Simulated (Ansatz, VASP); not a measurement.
**NiTe2 in two plane-wave programs**

Aim: how closely do two programs agree when they are given the same cell, functional and k mesh? The cell is taken from a series of runs on this material, whose earlier steps may have relaxed, scaled, displaced or heated it; both programs get it as it stands.

Calculated with Ansatz 0.2.0; plane waves, with VASP 6.6.1 beside it; relaxation of cell and atoms at r2SCAN with rVV10.

## (1) The starting structure

The structure is cubic, space group Pa-3 (No. 205). Conventional cell: a = 6.384 Å, b = 6.384 Å, c = 6.384 Å, α = 90.00°, β = 90.00°, γ = 90.00°. Nearest to Ni lie 6 Te at 2.63 Å. Nearest to Te lie 3 Ni at 2.63 Å and 1 Te at 2.98 Å. Farther neighbours and most contacts between anions are not listed.

Structure file:

```xyz
12
Lattice="6.3843 0.0000 0.0000 0.0000 6.3843 0.0000 0.0000 0.0000 6.3843" Properties=species:S:1:pos:R:3 pbc="T T T"
Ni    3.1922    3.1922    0.0000
Ni    3.1922    0.0000    3.1922
Ni    0.0000    3.1922    3.1922
Ni    0.0000    0.0000    0.0000
Te    0.8605    5.5238    2.3316
Te    5.5238    2.3316    0.8605
Te    2.3316    0.8605    5.5238
Te    4.0527    4.0527    4.0527
Te    5.5238    0.8605    4.0527
Te    0.8605    4.0527    5.5238
Te    4.0527    5.5238    0.8605
Te    2.3316    2.3316    2.3316
```

## (2) VASP: relaxation of cell and atoms, r2SCAN with rVV10

The relaxed volume is the usual yardstick between codes: in a stiff, nearly cubic crystal its relative difference is about their pressure difference at one cell divided by the bulk modulus.

Lines of VASP's logs that name or quote its potential files are left out, and so is its time.

INCAR

```
SYSTEM = NiTe2
PREC = Accurate
ENCUT = 660
EDIFF = 1E-07
NELM = 120
ISMEAR = 0
SIGMA = 0.01
LREAL = .FALSE.
ALGO = Normal
METAGGA = R2SCAN
LUSE_VDW = .TRUE.
IVDW_NL = 2
BPARAM = 11.95
CPARAM = 0.0093
LASPH = .TRUE.
NBANDS = 56
LORBIT = 11
LWAVE = .FALSE.
LCHARG = .FALSE.
ISIF = 3
IBRION = 2
NSW = 80
EDIFFG = -0.005
GGA_COMPAT = .FALSE.
NELMIN = 4
LMIXTAU = .TRUE.
KPAR = 2
```

POSCAR

```
NiTe2
1.0
    6.3843360000      0.0000000000      0.0000000000
    0.0000000000      6.3843360000      0.0000000000
    0.0000000000      0.0000000000      6.3843360000
Ni Te
4 8
Direct
    0.5000000000      0.5000000000      0.0000000000
    0.5000000000      0.0000000000      0.5000000000
    0.0000000000      0.5000000000      0.5000000000
    0.0000000000      0.0000000000      0.0000000000
    0.1347884886      0.8652115114      0.3652115114
    0.8652115114      0.3652115114      0.1347884886
    0.3652115114      0.1347884886      0.8652115114
    0.6347883319      0.6347883319      0.6347883319
    0.8652115114      0.1347884886      0.6347883319
    0.1347884886      0.6347883319      0.8652115114
    0.6347883319      0.8652115114      0.1347884886
    0.3652115114      0.3652115114      0.3652115114
```

KPOINTS

```
Automatic mesh
0
Gamma
6 6 6
0 0 0
```

The projector-augmented-wave data sets are Ni and Te (PBE family, release 64).

The run is started by

```console
> mpirun -np 2 vasp_std
```

Numbers of over 12 decimals in the logs are rounded to 6 here.

Log:

```text
[banner, memory and clock lines left out]
running    2 mpi-ranks, on    1 nodes
 distrk:  each k-point on    1 cores,    2 groups
 distr:  one band on    1 cores,    1 groups

 POSCAR found type information on POSCAR NiTe
 POSCAR found :  2 types and      12 ions
|                                                                             |
|               ----> ADVICE to this user running VASP <----                  |
|                                                                             |
|     You have switched on vdW-DFT.                                           |
|     This routine was written and supplied by Jiri Klimes. We recommend      |
|     that you carefully read and cite the following publications:            |
|       J. Klimes, D.R. Bowler, A. Michelides                                 |
|          J. Phys.: Cond Matt. 22 022201 (2010)                              |
|       J. Klimes, D.R. Bowler, A. Michelides                                 |
|          Phys. Rev. B. 83, 195131 (2011)                                    |
|     and references therein.                                                 |
|                                                                             |

|                                                                             |
|               ----> ADVICE to this user running VASP <----                  |
|                                                                             |
|     You enforced a specific xc type in the INCAR file but a different       |
|     [... a line on the potential file left out ...]
|     I HOPE YOU KNOW WHAT YOU ARE DOING!                                     |
|                                                                             |

 LDA part: xc-table for (None), standard interpolation
 POSCAR, INCAR and KPOINTS ok, starting setup
 FFT: planning ... GRIDC
 FFT: planning ... GRID_SOFT
 FFT: planning ... GRID
 WAVECAR not read
 entering main loop
       N       E                     dE             d eps       ncg     rms          rms(c)
Total rVV10 correction in eV:      2.0793946   119.2457388
Total rVV10 correction in eV:      2.0793946   119.2457388
DAV:   1     0.525852929718E+03    0.52585E+03   -0.41614E+04  2688   0.187E+03
DAV:   2    -0.179962435523E+03   -0.70582E+03   -0.68358E+03  2760   0.403E+02
DAV:   3    -0.262531814998E+03   -0.82569E+02   -0.78404E+02  3224   0.148E+02
DAV:   4    -0.266579195000E+03   -0.40474E+01   -0.40003E+01  3096   0.307E+01
DAV:   5    -0.266711979384E+03   -0.13278E+00   -0.13272E+00  3440   0.597E+00    0.257E+01
Total rVV10 correction in eV:      2.0034514   119.2457381
Total rVV10 correction in eV:      2.0034514   119.2457381
DAV:   6    -0.268540704340E+03   -0.18287E+01   -0.95803E+01  3024   0.122E+02    0.366E+01
Total rVV10 correction in eV:      2.0317893   119.2457376
Total rVV10 correction in eV:      2.0317893   119.2457376
DAV:   7    -0.252291918804E+03    0.16249E+02   -0.24238E+01  3264   0.825E+01    0.128E+01
Total rVV10 correction in eV:      2.0309432   119.2457378
Total rVV10 correction in eV:      2.0309432   119.2457378
DAV:   8    -0.251755469223E+03    0.53645E+00   -0.13512E+01  3816   0.381E+01    0.105E+01
Total rVV10 correction in eV:      2.0225325   119.2457380
Total rVV10 correction in eV:      2.0225325   119.2457380
DAV:   9    -0.250403035920E+03    0.13524E+01   -0.34554E+00  3720   0.194E+01    0.275E+00
Total rVV10 correction in eV:      2.0296853   119.2457379
Total rVV10 correction in eV:      2.0296853   119.2457379
DAV:  10    -0.250967851501E+03   -0.56482E+00   -0.35315E-01  3000   0.300E+00    0.216E+00
Total rVV10 correction in eV:      2.0338510   119.2457379
Total rVV10 correction in eV:      2.0338510   119.2457379
DAV:  11    -0.250831557971E+03    0.13629E+00   -0.64283E-02  2912   0.116E+00    0.131E+00
Total rVV10 correction in eV:      2.0400226   119.2457379
Total rVV10 correction in eV:      2.0400226   119.2457379
DAV:  12    -0.251049745740E+03   -0.21819E+00   -0.28044E-01  2888   0.263E+00    0.409E-01
Total rVV10 correction in eV:      2.0395928   119.2457379
Total rVV10 correction in eV:      2.0395928   119.2457379
DAV:  13    -0.251055803755E+03   -0.60580E-02   -0.12314E-02  3048   0.586E-01    0.148E-01
Total rVV10 correction in eV:      2.0402545   119.2457379
Total rVV10 correction in eV:      2.0402545   119.2457379
DAV:  14    -0.251050233728E+03    0.55700E-02   -0.30667E-03  3008   0.245E-01    0.209E-01
Total rVV10 correction in eV:      2.0394263   119.2457379
Total rVV10 correction in eV:      2.0394263   119.2457379
DAV:  15    -0.251056205690E+03   -0.59720E-02   -0.36235E-03  2864   0.271E-01    0.127E-01
[...]
trial-energy change:   -0.002777  1 .order   -0.002884   -0.022073    0.016305
 step:   0.5710(harm=  0.5752)  dis= 0.00004  next Energy=  -251.063552 (dE=-0.628E-02)
 bond charge predicted
       N       E                     dE             d eps       ncg     rms          rms(c)
Total rVV10 correction in eV:      2.0148339   119.2457355
Total rVV10 correction in eV:      2.0148339   119.2457355
DAV:   1    -0.251120212508E+03   -0.60166E-01   -0.62559E-01  2896   0.798E+00    0.238E+00
Total rVV10 correction in eV:      2.0250820   119.2457364
Total rVV10 correction in eV:      2.0250820   119.2457364
DAV:   2    -0.251313143249E+03   -0.19293E+00   -0.13267E+00  3016   0.165E+01    0.460E+00
Total rVV10 correction in eV:      2.0208323   119.2457365
Total rVV10 correction in eV:      2.0208323   119.2457365
DAV:   3    -0.251062223929E+03    0.25092E+00   -0.69075E-01  3088   0.117E+01    0.408E-01
Total rVV10 correction in eV:      2.0235421   119.2457364
Total rVV10 correction in eV:      2.0235421   119.2457364
DAV:   4    -0.251065219969E+03   -0.29960E-02   -0.37836E-02  2872   0.751E-01    0.394E-01
Total rVV10 correction in eV:      2.0243948   119.2457364
Total rVV10 correction in eV:      2.0243948   119.2457364
DAV:   5    -0.251063514287E+03    0.17057E-02   -0.52093E-03  3320   0.102E+00    0.712E-02
Total rVV10 correction in eV:      2.0246457   119.2457364
Total rVV10 correction in eV:      2.0246457   119.2457364
DAV:   6    -0.251063563762E+03   -0.49474E-04   -0.71533E-04  2976   0.192E-01    0.481E-02
Total rVV10 correction in eV:      2.0246699   119.2457364
Total rVV10 correction in eV:      2.0246699   119.2457364
DAV:   7    -0.251063576579E+03   -0.12817E-04   -0.72435E-05  2984   0.513E-02    0.210E-02
Total rVV10 correction in eV:      2.0248254   119.2457364
Total rVV10 correction in eV:      2.0248254   119.2457364
DAV:   8    -0.251063571428E+03    0.51515E-05   -0.49369E-05  3248   0.505E-02    0.116E-02
Total rVV10 correction in eV:      2.0248167   119.2457364
Total rVV10 correction in eV:      2.0248167   119.2457364
DAV:   9    -0.251063584870E+03   -0.13443E-04   -0.16813E-05  2944   0.281E-02    0.563E-03
Total rVV10 correction in eV:      2.0248169   119.2457364
Total rVV10 correction in eV:      2.0248169   119.2457364
DAV:  10    -0.251063585665E+03   -0.79511E-06   -0.22327E-06  3016   0.125E-02    0.412E-03
Total rVV10 correction in eV:      2.0248190   119.2457364
Total rVV10 correction in eV:      2.0248190   119.2457364
DAV:  11    -0.251063586020E+03   -0.35446E-06   -0.84026E-07  2856   0.618E-03    0.129E-03
Total rVV10 correction in eV:      2.0248146   119.2457364
Total rVV10 correction in eV:      2.0248146   119.2457364
DAV:  12    -0.251063585833E+03    0.18716E-06   -0.93713E-08  1616   0.264E-03    0.371E-04
Total rVV10 correction in eV:      2.0248147   119.2457364
Total rVV10 correction in eV:      2.0248147   119.2457364
DAV:  13    -0.251063586052E+03   -0.21938E-06   -0.36893E-08  1496   0.220E-03    0.450E-04
Total rVV10 correction in eV:      2.0248156   119.2457364
Total rVV10 correction in eV:      2.0248156   119.2457364
DAV:  14    -0.251063586033E+03    0.19219E-07   -0.13635E-08  1488   0.140E-03
Total rVV10 correction in eV:      2.0248146   119.2457364
Total rVV10 correction in eV:      2.0248146   119.2457364
Total rVV10 correction in eV:      2.0248155   119.2457364
Total rVV10 correction in eV:      2.0248155   119.2457364
   3 F= -.25106359E+03 E0= -.25106359E+03  d E =-.631676E-02
[...]
4 F= -.25106359E+03 E0= -.25106359E+03  d E =-.631580E-02
[...]
5 F= -.25106366E+03 E0= -.25106366E+03  d E =-.717154E-04
 trial-energy change:   -0.000072  1 .order   -0.000072   -0.000084   -0.000060
 step:   3.2420(harm=  3.2420)  dis= 0.00140  next Energy=  -251.063734 (dE=-0.149E-03)
 bond charge predicted
       N       E                     dE             d eps       ncg     rms          rms(c)
Total rVV10 correction in eV:      2.0242456   119.2457364
Total rVV10 correction in eV:      2.0242456   119.2457364
DAV:   1    -0.251063708921E+03   -0.52036E-04   -0.12162E-02  2728   0.414E-01    0.904E-02
Total rVV10 correction in eV:      2.0238812   119.2457363
Total rVV10 correction in eV:      2.0238812   119.2457363
DAV:   2    -0.251064024575E+03   -0.31565E-03   -0.21604E-03  3560   0.577E-01    0.160E-01
Total rVV10 correction in eV:      2.0240314   119.2457363
Total rVV10 correction in eV:      2.0240314   119.2457363
DAV:   3    -0.251063719724E+03    0.30485E-03   -0.94653E-04  3208   0.442E-01    0.195E-02
Total rVV10 correction in eV:      2.0239461   119.2457363
Total rVV10 correction in eV:      2.0239461   119.2457363
DAV:   4    -0.251063732232E+03   -0.12508E-04   -0.69415E-05  2960   0.347E-02    0.174E-02
Total rVV10 correction in eV:      2.0238924   119.2457363
Total rVV10 correction in eV:      2.0238924   119.2457363
DAV:   5    -0.251063731033E+03    0.11992E-05   -0.81718E-06  3520   0.377E-02    0.506E-03
Total rVV10 correction in eV:      2.0238685   119.2457363
Total rVV10 correction in eV:      2.0238685   119.2457363
DAV:   6    -0.251063730862E+03    0.17118E-06   -0.12273E-06  2896   0.665E-03    0.249E-03
Total rVV10 correction in eV:      2.0238677   119.2457363
Total rVV10 correction in eV:      2.0238677   119.2457363
DAV:   7    -0.251063730975E+03   -0.11338E-06   -0.35089E-07  2376   0.345E-03    0.172E-03
Total rVV10 correction in eV:      2.0238654   119.2457363
Total rVV10 correction in eV:      2.0238654   119.2457363
DAV:   8    -0.251063731169E+03   -0.19385E-06   -0.10890E-07  1616   0.210E-03    0.719E-04
Total rVV10 correction in eV:      2.0238657   119.2457363
Total rVV10 correction in eV:      2.0238657   119.2457363
DAV:   9    -0.251063731160E+03    0.90959E-08   -0.21252E-08  1440   0.931E-04
Total rVV10 correction in eV:      2.0238650   119.2457363
Total rVV10 correction in eV:      2.0238650   119.2457363
Total rVV10 correction in eV:      2.0238663   119.2457363
Total rVV10 correction in eV:      2.0238663   119.2457363
   6 F= -.25106373E+03 E0= -.25106373E+03  d E =-.146085E-03
 curvature:  -1.65 expect dE=-0.724E-05 dE for cont linesearch -0.639E-08
 trial: gam=-0.00211 g(F)=  0.102E-07 g(S)=  0.438E-05 ort =-0.602E-06 (trialstep = 0.138E+01)
 search vector abs. value=  0.439E-05
 reached required accuracy - stopping structural energy minimisation
```

OUTCAR, selected parts (step 2):

```text
ion  position               nearest neighbor table
   1  0.500  0.500  0.000-  10 2.63  11 2.63   6 2.63   7 2.63  12 2.63   8 2.63
   2  0.500  0.000  0.500-   9 2.63  11 2.63   5 2.63   7 2.63  12 2.63   8 2.63
   3  0.000  0.500  0.500-   9 2.63  10 2.63   5 2.63   6 2.63  12 2.63   8 2.63
   4  0.000  0.000  0.000-   5 2.63   6 2.63   7 2.63   9 2.63  10 2.63  11 2.63
   5  0.135  0.865  0.365-   2 2.63   3 2.63   4 2.63   9 2.98  11 3.51  12 3.51  12 3.51  10 3.51
                            10 3.51  11 3.51
   6  0.865  0.365  0.135-   1 2.63   3 2.63   4 2.63  10 2.98   9 3.51  12 3.51  12 3.51  11 3.51
                            11 3.51   9 3.51
   7  0.365  0.135  0.865-   1 2.63   2 2.63   4 2.63  11 2.98  10 3.51  12 3.51  12 3.51   9 3.51
                             9 3.51  10 3.51
   8  0.635  0.635  0.635-   1 2.63   2 2.63   3 2.63  12 2.98  10 3.51  11 3.51   9 3.51   9 3.51
                            11 3.51  10 3.51
   9  0.865  0.135  0.635-   2 2.63   3 2.63   4 2.63   5 2.98   6 3.51   8 3.51   7 3.51   7 3.51
                             6 3.51   8 3.51
  10  0.135  0.635  0.865-   1 2.63   3 2.63   4 2.63   6 2.98   7 3.51   8 3.51   5 3.51   5 3.51
                             7 3.51   8 3.51
  11  0.635  0.865  0.135-   1 2.63   2 2.63   4 2.63   7 2.98   5 3.51   8 3.51   6 3.51   6 3.51
                             5 3.51   8 3.51
  12  0.365  0.365  0.365-   1 2.63   2 2.63   3 2.63   8 2.98   6 3.51   7 3.51   5 3.51   7 3.51
                             5 3.51   6 3.51

  LATTYP: Found a simple cubic cell.
 ALAT       =     6.3843360000

 Subroutine GETGRP returns: Found 24 space group operations
 (whereof  6 operations were pure point group operations)

The static configuration has the point symmetry S_6 .
 The point group associated with its full space group is T_h .

 Found     24 irreducible k-points:

   k-points           NKPTS =     24   k-points in BZ     NKDIM =     24   number of bands    NBANDS=     56

   dimension x,y,z NGX =    54 NGY =   54 NGZ =   54
   dimension x,y,z NGXF=   108 NGYF=  108 NGZF=  108

   ENCUT  =  660.0 eV  48.51 Ry    6.96 a.u.  13.37 13.37 13.37*2*pi/ulx,y,z

   NELECT =      88.0000    total number of electrons

 k-points in reciprocal lattice and weights: Automatic mesh
   0.00000000  0.00000000  0.00000000       0.005
   0.16666667  0.00000000  0.00000000       0.028
   0.33333333  0.00000000  0.00000000       0.028
   0.50000000  0.00000000  0.00000000       0.014
   0.16666667  0.16666667  0.00000000       0.056
   0.33333333  0.16666667  0.00000000       0.056
  -0.16666667  0.33333333  0.00000000       0.056
   0.50000000  0.16666667  0.00000000       0.028
  -0.16666667  0.50000000  0.00000000       0.028
[...]
0.50000000  0.50000000  0.33333333       0.028
   0.50000000  0.50000000  0.50000000       0.005

 average (electrostatic) potential at core
       1 -87.8139       2 -87.8139       3 -87.8139       4 -87.8139       5 -91.1313
       6 -91.1313       7 -91.1313       8 -91.1313       9 -91.1312      10 -91.1312
      11 -91.1312      12 -91.1313

 E-fermi :   9.0076

 k-point     1 :       0.0000    0.0000    0.0000
  band No.  band energies     occupation
    ...
     40       7.2054      2.00000
     41       7.8585      2.00000
     42       7.8585      2.00000
     43       7.8585      2.00000
     44       7.9159      2.00000
     45       9.8440      0.00000
     46       9.8440      0.00000
     47       9.8440      0.00000
     48      10.9400      0.00000
     49      10.9400      0.00000
    ...

 k-point     2 :       0.1667    0.0000    0.0000
  band No.  band energies     occupation
    ...
     40       7.6151      2.00000
     41       7.8371      2.00000
     42       7.9112      2.00000
     43       7.9485      2.00000
     44       8.1668      2.00000
     45       9.9792      0.00000
     46      10.0061      0.00000
     47      10.0552      0.00000
     48      10.1227      0.00000
     49      10.7512      0.00000
    ...

 k-point     3 :       0.3333    0.0000    0.0000
  band No.  band energies     occupation
    ...
     40       7.4377      2.00000
     41       8.0096      2.00000
     42       8.1359      2.00000
     43       8.1446      2.00000
     44       8.6439      2.00000
     45       9.6353      0.00000
     46       9.9937      0.00000
     47      10.1408      0.00000
     48      10.2426      0.00000
     49      10.4377      0.00000
    ...

  Total        0.0190593      0.0190593      0.0190593      0.0000000      0.0000000     -0.0000000
  in kB        0.1185008      0.1185008      0.1185008      0.0000000      0.0000000     -0.0000000
  external PRESSURE =       0.1185008 kB  Pullay stress =       0.0000000 kB

  energy-cutoff  :      660.00
  volume of cell :      257.69
      direct lattice vectors                 reciprocal lattice vectors
     6.363543851 -0.000000000  0.000000000     0.157145142  0.000000000 -0.000000000
    -0.000000000  6.363543851  0.000000000     0.000000000  0.157145142  0.000000000
     0.000000000 -0.000000000  6.363543851    -0.000000000 -0.000000000  0.157145142

 POSITION                                       TOTAL-FORCE (eV/Angst)
 -----------------------------------------------------------------------------------
      3.18177      3.18177      0.00000        -0.000000      0.000000      0.000000
      3.18177     -0.00000      3.18177        -0.000000      0.000000      0.000000
      6.36354      3.18177      3.18177        -0.000000      0.000000      0.000000
      6.36354     -0.00000      0.00000        -0.000000      0.000000      0.000000
      0.85909      5.50445      2.32268         0.000094     -0.000094     -0.000094
      5.50445      2.32268      0.85909        -0.000094     -0.000094      0.000094
      2.32268      0.85909      5.50445        -0.000094      0.000094     -0.000094
      4.04086      4.04086      4.04086         0.000094      0.000094      0.000094
      5.50445      0.85909      4.04086        -0.000094      0.000094      0.000094
      0.85909      4.04086      5.50445         0.000094      0.000094     -0.000094
      4.04086      5.50445      0.85909         0.000094     -0.000094      0.000094
      2.32268      2.32268      2.32268        -0.000094     -0.000094     -0.000094
 -----------------------------------------------------------------------------------
    total drift:                                0.000555      0.000555      0.000555

  FREE ENERGIE OF THE ION-ELECTRON SYSTEM (eV)
  ---------------------------------------------------
  free  energy   TOTEN  =      -251.0637311599 eV

  energy  without entropy=     -251.0637311599  energy(sigma->0) =     -251.06373116

 reached required accuracy - stopping structural energy minimisation

 total charge
# of ion       s       p       d       tot
------------------------------------------
    1        0.408   0.463   8.423   9.294
    2        0.408   0.463   8.423   9.294
    3        0.408   0.463   8.423   9.294
    4        0.408   0.463   8.423   9.294
    5        1.408   1.893   0.071   3.371
    6        1.408   1.893   0.071   3.371
    7        1.408   1.893   0.071   3.371
    8        1.408   1.893   0.071   3.371
    9        1.408   1.893   0.071   3.371
   10        1.408   1.893   0.071   3.371
   11        1.408   1.893   0.071   3.371
   12        1.408   1.893   0.071   3.371
--------------------------------------------------
tot         12.896  16.991  34.259  64.147

[... 3 further parts left out ...]
```

The run keeps the 24 symmetry operations of its start, so it cannot find a distortion of lower symmetry.

[end of part 1 of 2]

[Lines on the potential files, build, host, timing and source positions are cut from VASP's logs without a mark.]

[Logs are printed without paths, hosts, clocks, repeated set-up lines and the standing remarks that a program may print on its own settings, such as how far it seeks lower states.]

[Hosts, paths, dates, database ids (printed as entryN), source tags and the programs' standing remarks are cut or masked in the printed files.]
